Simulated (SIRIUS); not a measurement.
Set up this calculation in SIRIUS 7.10.0, as the native input.

```yaml
Task: single point
Functional: PBE
Potentials_or_basis: PseudoDojo 0.4 PBE stringent (scalar relativistic)
Cutoff: 1127 eV
Density_cutoff: 4507 eV
k_mesh: 8 × 8 × 3
Occupations: fermi-dirac, width 0.05 eV
Spin: no spin polarisation
Libxc_names: "[\"XC_GGA_X_PBE\", \"XC_GGA_C_PBE\"]"
Energy_tol: 1e-08 Ha
Density_tol: 1e-06
Mixer: anderson
Mixing_beta: 0.7
Max_scf: 100
Radial_cutoff_for_the_potentials'_integrals: 6.5 bohr
```

Crystal: C.

```
C
1.0
     2.45600    0.00000    0.00000
    -1.22800   -2.12700    0.00000
     0.00000    0.00000   -6.69600
C
4
Cartesian
  1.3159 -1.3960 -6.5318
  0.0879 -1.3960 -3.1838
  -0.2636 -0.7751 -0.4925
  1.3159 -0.6870 -3.1838
```

The cell isn't the ideal one: atom 3 moved 0.75 Å.

These files were run (other wordings do the same):

sirius.json

```json
{
  "control": {
    "processing_unit": "cpu",
    "verbosity": 2,
    "num_bands_to_print": 15,
    "print_forces": true,
    "print_stress": true
  },
  "parameters": {
    "electronic_structure_method": "pseudopotential",
    "xc_functionals": ["XC_GGA_X_PBE", "XC_GGA_C_PBE"],
    "gk_cutoff": 9.1,
    "pw_cutoff": 18.2,
    "ngridk": [8, 8, 3],
    "shiftk": [0, 0, 0],
    "smearing": "fermi_dirac",
    "smearing_width": 0.0018374661,
    "num_bands": 15,
    "num_mag_dims": 0,
    "num_dft_iter": 100,
    "energy_tol": 1e-08,
    "density_tol": 1e-06
  },
  "iterative_solver": {
    "type": "davidson",
    "min_tolerance": 1e-09,
    "tolerance_scale": [0.1, 0.25]
  },
  "mixer": {
    "type": "anderson",
    "beta": 0.7,
    "max_history": 8
  },
  "settings": {
    "tol_ne": 1e-10,
    "pseudo_grid_cutoff": 6.5
  },
  "unit_cell": {
    "lattice_vectors": [
      [4.641167362081, 0.0, 0.0],
      [-2.32058368104, -4.019447467079, 0.0],
      [0.0, 0.0, -12.653606130494]
    ],
    "atom_coordinate_units": "lattice",
    "atom_types": ["C"],
    "atom_files": {
      "C": "C.json"
    },
    "atoms": {
      "C": [
        [0.86392526, 0.65630236, 0.97548259],
        [0.36392526, 0.65630236, 0.47548259],
        [0.07488422, 0.36441291, 0.07355223],
        [0.69726526, 0.32298236, 0.47548259]
      ]
    }
  }
}
```

Potentials or basis: PseudoDojo 0.4 PBE stringent (scalar relativistic).

Command:

```bash
$ upf_to_json C.upf
$ OMP_NUM_THREADS=1 sirius.scf --input=sirius.json --output=out.json --task=0
```

Results of the run:

```
Pressure               : 13.1 GPa
Largest force          : 10.589 eV/Å
Band gap on the k mesh : none (metal or under the smearing width)
```

Caveat: the k mesh is coarse (spacing up to 0.37 Å⁻¹), so the values aren't converged; forces of over 1 eV/Å show positions far from the minimum, so gaps and moduli don't describe the material at rest.

Wall time 97 s on 1 thread of Arm Neoverse V1, on a shared host, peak memory 0.5 GiB.
